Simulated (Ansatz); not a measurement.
**Field gradients of CO2 from run to run**

Cell of run 1: a computed structure from the Materials Project (it need not be an observed phase).

```xyz
12
Lattice="5.0693 0.0000 0.0000 0.0000 5.0693 0.0000 0.0000 0.0000 7.2320" Properties=species:S:1:pos:R:3 pbc="T T T"
C     5.0125    0.0568    5.4240
C     0.0568    5.0125    1.8080
C     2.5915    2.5915    3.6160
C     2.4778    2.4778    0.0000
O     3.4217    1.7621    3.5630
O     1.6476    3.3072    7.1790
O     4.2968    4.1823    1.7550
O     0.7725    0.8871    5.3710
O     3.3072    1.6476    0.0530
O     1.7621    3.4217    3.6690
O     4.1823    4.2968    5.4770
O     0.8871    0.7725    1.8610
```

Atom numbers follow the list; atoms alike are taken as one site, whose name carries the number of the first.

All runs are DFT with Ansatz 0.2.0 (plane waves and PAW, scalar-relativistic unless spin–orbit coupling is named, Γ-centred meshes, Fermi–Dirac smearing where given) in this cell.

Run 1: PBE, atoms as given; 420 eV, 5×5×4 k-points, smearing 0.02 eV.
Run 2: r2SCAN, atoms as given; 500 eV, 5×5×4 k-points, smearing 0.02 eV.
Run 3: PBE, gradients read without the response of the cores, atoms as given; 420 eV, 5×5×4 k-points, smearing 0.02 eV.

```json
{"run": "1", "C V_zz (η)": "-2.86 (0.04)", "O V_zz (η)": "7.49 (0.08)"}
```

The results of the other runs, out of order. V_zz in 10²¹ V/m².

```tsv
result	C V_zz (η)	O V_zz (η)
A	-3.48 (0.03)	8.06 (0.08)
B	-2.59 (0.04)	7.83 (0.08)
```

Task: Which result belongs to which run?

Result: A is run 2, B is run 3. Taken one at a time, the functional (r2SCAN with its higher cutoff) moves the tensors on these sites by up to 0.62 (largest principal value of the change, on C), the response of the cores by 0.34 (O).

In runs 1, 2, 3 the atoms aren't at the calculated equilibrium (largest force 0.63, 1.5, 0.63 eV/Å).
